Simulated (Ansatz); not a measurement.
The system is SrCl2.

```
Sr Cl
1.0
     0.00000    3.48835    3.48835
     3.48835    0.00000    3.48835
     3.48835    3.48835    0.00000
Sr Cl
1 2
Direct
  0.00000 0.00000 0.00000
  0.75000 0.75000 0.75000
  0.25000 0.25000 0.25000
```

Base run:

| Quantity | Value |
| --- | --- |
| Program | Ansatz 0.2.0 |
| Functional | PBE |
| Potentials or basis | Ansatz PAW |
| Cutoff | 420 eV (not typed: the program's choice for these potentials) |
| k mesh | 4 × 4 × 4 |
| Occupations | fermi-dirac, width 0.05 eV |
| Spin | no spin polarisation |

Its results: band gap on the k mesh 5.34 eV, indirect (least direct gap 5.51 eV); pressure 1.0 GPa.

Question: After a change of settings the same cell gave: band gap on the k mesh 5.68 eV, indirect (least direct gap 5.74 eV); pressure 3.0 GPa. Which change was it?
A. functional from PBE to RPBE
B. functional from PBE to HSE06
C. functional from PBE to r2SCAN; cutoff from 420 eV (not typed: the program's choice for these potentials) to 500 eV (not typed: the program's choice for these potentials)
D. functional from PBE to r2SCAN0; cutoff from 420 eV (not typed: the program's choice for these potentials) to 500 eV (not typed: the program's choice for these potentials)

Answer: A.

RPBE binds less tightly than PBE, so the same cell stands under more pressure.

Caveats: the density of states is complete only up to the lowest level of the last band computed; the PAW data sets come from PBE, with cores solved anew for the run's functional, which leaves a small shift of forces and pressure (some runs).
